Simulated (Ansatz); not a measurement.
Method: DFT PBE, scalar-relativistic, plane waves, PAW in Ansatz. All cells share a 420 eV cutoff and Γ-centred k meshes spaced at most about 0.3 Å⁻¹ (about 0.25 or finer for metals, 2π included). No spin polarisation in the final relaxations.

All energies are static (0 K, no zero-point motion).

Two forms of Si4Ge were relaxed alike.

A. Space group P6_3/mmc (No. 194), hexagonal, a = 2.782 Å, c = 23.190 Å. Si on its first site is surrounded by 9 Si at 2.70–2.78 Å and 3 Ge at 2.99 Å; around Si on its second site lie 12 Si at 2.70–2.78 Å; Ge is surrounded by 6 Ge at 2.78 Å and 6 Si at 2.99 Å.

B. Space group I4/mmm (No. 139), tetragonal, a = 2.729 Å, c = 21.020 Å. Si on its first site has 12 Si at 2.71–2.73 Å; around Si on its second site lie 8 Si at 2.72–2.73 Å and 4 Ge at 3.07 Å; around Ge lie 4 Ge at 2.73 Å and 8 Si at 3.07 Å.

Question: Which form is favoured at zero pressure, and by what margin per atom?

Answer: A is lower, by 10 meV/atom. A has Si and Ge ordered on hcp sites, space group P6_3/mmc (No. 194), 15.5 Å³/atom and no gap on its mesh; B has Si and Ge ordered on fcc sites, space group I4/mmm (No. 139), 15.7 Å³/atom and no gap. Counting Si atoms around Ge (those within 1.25 times the shortest such distance or 1.15 times the sum of covalent radii; the shortest distance is added where it is long for a bond), A has Ge 6 from 3.0 Å and B has Ge 8 from 3.1 Å. Even the lower one lies +0.51 eV/atom against the reference forms of the elements (uncorrected), so neither is stable at this level. Both come from invented guesses. A third cell relaxed alike, in I4/m, lies 47 meV/atom below the lower of the two.

For metals, differences of a few meV/atom aren't resolved. Cells relaxed within their symmetry can be saddle points.
